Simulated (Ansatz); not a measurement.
# Hg$_{4}$H: reading a single point

```
CELL_PARAMETERS angstrom
-3.04794 3.04794 3.04794
3.04794 -3.04794 3.04794
3.04794 3.04794 -3.04794
ATOMIC_POSITIONS crystal
H 0.00000 0.00000 0.00000
Hg 0.50000 0.50000 0.50000
Hg 0.50000 0.00000 0.00000
Hg 0.00000 0.00000 0.50000
Hg 0.00000 0.50000 0.00000
```

The numbers come from plane-wave PAW DFT (Ansatz): r2SCAN, no spin polarisation, 500 eV, 8×8×8 Γ-centred k points, fermi-dirac occupations (width 0.1 eV). Nothing was relaxed.

Charges: Bader charges in e: Hg +0.05, H -0.19. In the mean Hg gives up most and H takes most.
Contacts: H–Hg at 2.64 Å: least valence density 0.14 e/Å³ and ELF 0.19 there. Hg–Hg at 3.05 Å: least valence density 0.20 e/Å³ and ELF 0.17 there. These are pseudo-fields; inside the PAW spheres they differ from the all-electron ones.
Forces: The forces vanish by the symmetry of the sites.
Stress: The pressure is -0.7 GPa (compression positive), so with the atoms held at these fractions the cell would first shrink.
Electronic structure: It is a metal, with about 2.8 states/eV a cell as the mean within 0.25 eV of the Fermi level.
Formation energy: 0.36 eV an atom against the elements' usual phases (free molecules for gases, crystals otherwise, with no correction for O₂ or N₂), so at this geometry it isn't bound against them. Relaxing would lower it.

Origin: a known structure type with other elements, at an estimated volume, so it need not be a known compound.
